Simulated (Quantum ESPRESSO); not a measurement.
**Converging the SCF threshold: NaBr (I4mm, 2 atoms in the cell)**

```
CELL_PARAMETERS angstrom
      2.10016    -2.10016     2.97008
      2.10016     2.10016     2.97008
     -2.10016    -2.10016     2.97008
ATOMIC_POSITIONS crystal
  Na 0.01683 0.99158 0.99158
  Br 0.00000 0.50000 0.50000
```

Method of the run: PBE, PseudoDojo standard norm-conserving (PBE) pseudopotentials (plane waves; Quantum ESPRESSO).

Base settings: ecutwfc = 90 Ry; occupations = smearing; smearing = fd; degauss = 0.00147 Ry; potentials = {Na: Na.upf, Br: Br.upf}; K_POINTS = automatic 5 5 5 0 0 0; conv_thr = 1e-11 Ry; mixing_beta = 0.4.

The mesh stays at the base's, so the ladder's end is converged at best in this setting alone.

Only quantities that move along the ladder and can be compared are tabulated.

The count of work is k-points × plane waves × bands × iterations; it is no time. 

The starting cell has typed, rounded lattice constants, without a prior relaxation at this level. Its lattice was rescaled by up to half a per cent. One atom was moved a little off its site on purpose.

```tsv
conv_thr	free energy less the last step's (meV/atom)	pressure (GPa)	largest difference of a force vector from the last step's (eV/Å)	gap on the mesh (eV)	count of work / last
0.0073 Ry	4.39	3.19	0.020	4.224	0.17
0.00073 Ry	0.37	0.94	0.013	4.146	0.25
7.3e-05 Ry	0.01	1.19	0.006	4.198	0.33
7.3e-06 Ry	0.01	1.19	0.006	4.198	0.33
7.3e-07 Ry	0.00	1.06	0.000	4.200	0.42
7.3e-08 Ry	0.00	1.08	0.001	4.206	0.50
7.3e-09 Ry	0.00	1.08	0.000	4.205	0.58
7.3e-10 Ry	0.00	1.08	0.000	4.205	0.67
1e-11 Ry	0.00	1.08	0.000	4.205	0.75
7.3e-12 Ry	0.00	1.08	0.000	4.205	0.75
7.3e-14 Ry	0.00	1.08	0.000	4.205	1.0
```

Coarsest conv_thr that holds the forces within 0.01 eV/Å of the last step, with all finer ones: 7.3e-05 Ry, at 0.33 of the last step's count of work; the step before is off by 0.013 eV/Å.

Coarsest conv_thr that holds the pressure within 0.05 GPa of the last step, with all finer ones: 7.3e-07 Ry, at 0.42 of the last step's count of work; the step before is off by 0.11 GPa.

Coarsest conv_thr that holds the gap on the mesh within 0.05 eV of the last step, with all finer ones: 7.3e-05 Ry, at 0.33 of the last step's count of work; the step before is off by 0.059 eV.
